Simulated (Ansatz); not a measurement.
Starting cell, BeO (wurtzite):

```
BeO
1.0
    2.71181     0.00000     0.00000
   -1.35591     2.34850     0.00000
    0.00000     0.00000     4.40456
Be O
2 2
Cartesian
  1.35591   0.78283   0.00656
  0.00000   1.56567   2.20884
  1.35591   0.78283   2.74717
  0.00000   1.56567   0.54489
```

In each cell atom 4 (O, nearest neighbour Be at 1.656 Å; its periodic images, 2.7 Å or more away, move with it) moves by s·(1.000, 0.000, 0.000) (along Cartesian x), the rest being held.

The numbers are results of PBE (plane waves to 420 eV, PAW, scalar-relativistic; Ansatz, a first-principles code), not measurements. k mesh 11×11×6 (Γ-centred), Fermi-Dirac smearing 0.05 eV. Energies are smeared free energies. BeO was relaxed with its symmetry unable to fall. ΔE is measured from the undisplaced structure.

```json
[
 {"s (Å)": "-0.330", "ΔE (meV/cell)": "694"},
 {"s (Å)": "-0.264", "ΔE (meV/cell)": "withheld"},
 {"s (Å)": "-0.198", "ΔE (meV/cell)": "236"},
 {"s (Å)": "-0.132", "ΔE (meV/cell)": "103"},
 {"s (Å)": "-0.066", "ΔE (meV/cell)": "25"},
 {"s (Å)": "0.000", "ΔE (meV/cell)": "0"},
 {"s (Å)": "0.066", "ΔE (meV/cell)": "25"},
 {"s (Å)": "0.132", "ΔE (meV/cell)": "103"},
 {"s (Å)": "0.198", "ΔE (meV/cell)": "236"},
 {"s (Å)": "0.264", "ΔE (meV/cell)": "withheld"},
 {"s (Å)": "0.330", "ΔE (meV/cell)": "694"}
]
```

Fit an even polynomial form (powers 2, 4) to the given rows and predict ΔE at s = -0.264.

Least squares on the 9 given rows: ΔE = (5820)·s² + (5081)·s⁴, in meV/cell with s in Å; root-mean-square residual 0.2 meV/cell. At -0.264 the fit gives 430 meV/cell; the calculation gives 430 meV/cell, the same to the digits shown. The quadratic term alone would give 406 meV/cell.

(A displaced cell: forces are minus the slopes of the energy, force constants its curvatures, and phonons follow from these.)
